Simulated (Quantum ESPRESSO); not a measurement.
## Ti under changes of volume

One of the cells (17.020 Å³/atom); the others are scaled copies at fixed shape and fractional positions:

```
CELL_PARAMETERS angstrom
4.56737 0.00000 0.00000
-2.28369 3.95546 0.00000
0.00000 0.00000 2.82624
ATOMIC_POSITIONS crystal
Ti 0.66667 0.33333 0.50000
Ti 0.33333 0.66667 0.50000
Ti 0.00000 0.00000 0.00000
```

This isn't the form of Ti at room conditions, which is hcp.

| Quantity | Value |
| --- | --- |
| Program | Quantum ESPRESSO 7.5 |
| Functional | PBE |
| Potentials or basis | SSSP 1.3 efficiency PBE |
| Cutoff | 748 eV |
| Density cutoff | 5987 eV |
| k mesh | 7 × 7 × 9 |
| Occupations | fermi-dirac, width 0.05 eV |
| Spin | no spin polarisation |

| volume (Å³/atom) | energy over the lowest point (meV/atom) | pressure (GPa) |
| --- | --- | --- |
| 15.999 | ? | ? |
| 16.339 | 13.81 | 5.8 |
| 16.679 | 4.21 | 3.2 |
| 17.020 | 0.00 | 0.8 |
| 17.360 | 0.70 | -1.4 |
| 17.701 | 5.89 | -3.4 |
| 18.041 | 15.18 | -5.3 |

Q: What does the run at 15.999 Å³/atom give?

A: Energy over the lowest point 29.31 meV/atom; pressure 8.8 GPa.

Worked out: A Birch-Murnaghan fit of order 3 (a polynomial in V^(-2/3)) to the other rows has its minimum at 17.14 Å³/atom with B0 = V·E''(V) = 113 GPa and B' = 3.6 at fixed shape and positions, which overstates the stiffness. It gives 29.29 meV/atom at 15.999 Å³/atom, against the run's 29.31, and -dE/dV = 8.8 GPa, against 8.8.

Energies are extrapolated to zero smearing.
